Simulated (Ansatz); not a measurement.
A run of Ansatz 0.2.0:

input.yaml

```yaml
crystal:
  lattice:
    - [-1.55296, 1.55296, 5.82128]
    - [1.55296, -1.55296, 5.82128]
    - [1.55296, 1.55296, -5.82128]
  atoms:
    - { symbol: Ca, position: [0.04236, 0.04236, 0.0] }
    - { symbol: Ca, position: [0.79236, 0.29236, 0.5] }
    - { symbol: O, position: [0.45764, 0.45764, 0.0] }
    - { symbol: O, position: [0.20764, 0.70764, 0.5] }
hamiltonian:
  xc: pbesol
  pseudopotentials: { kind: paw }
kpoints:
  mp_grid: { grid: [9, 9, 9] }
scf:
  occupations: { method: fermi_dirac, width: 0.05 }
output:
  forces: true
  stress: true
  eigenvalues: true
relax:
  f_tol: 0.01
  max_steps: 40
  cell: { stress_tol: 0.05 }
```

Potentials or basis: Ansatz PAW.

Run with:

```sh
$ ansatz run input.yaml --threads 2 --pin off --max-ram 5632MiB --backend cpu --events-out ev --progress --plain --runs-dir out
```

Hardware: 2 threads of Arm Neoverse V2 (shared host).

Question: How long does it take, and how much memory?

Answer: Run time: 23 s on 2 threads of Arm Neoverse V2, with other jobs on the host, peak memory 0.39 GiB. Counts: scf iterations 36, plane waves 1047, k points 75, bands 20, ion steps 7.
